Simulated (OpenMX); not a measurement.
The system is Pt.

```xyz
1
Lattice="0.0000 1.9609 1.9609 1.9609 0.0000 1.9609 1.9609 1.9609 0.0000" Properties=species:S:1:pos:R:3 pbc="T T T"
Pt    0.0000    0.0000    0.0000
```

Base run:

* Program: OpenMX 3.8.5
* Functional: PBE
* Potentials or basis: OpenMX 2013 PBE set, Pt7.0-s3p2d2f1, grid cutoff 400 Ry
* k mesh: 13 × 13 × 13
* Occupations: fermi-dirac, width 0.05 eV
* Spin: no spin polarisation

Its results: band gap on the k mesh none (metal or under the smearing width); pressure 12.8 GPa.

Question: The run is repeated on the same cell with these changes: functional from PBE to LDA; potentials or basis from OpenMX 2013 PBE set, Pt7.0-s3p2d2f1, grid cutoff 400 Ry to OpenMX 2013 PBE set, Pt7.0-s3p2d2, grid cutoff 400 Ry. What comes out?

Answer: Band gap on the k mesh none (metal or under the smearing width); pressure 4.1 GPa.

Caveats: the basis of atomic orbitals isn't converged, which shifts pressures, moduli and gaps; the potentials were made for another functional, which shifts forces and pressure (some runs).

Not every run made on this cell is shown here.
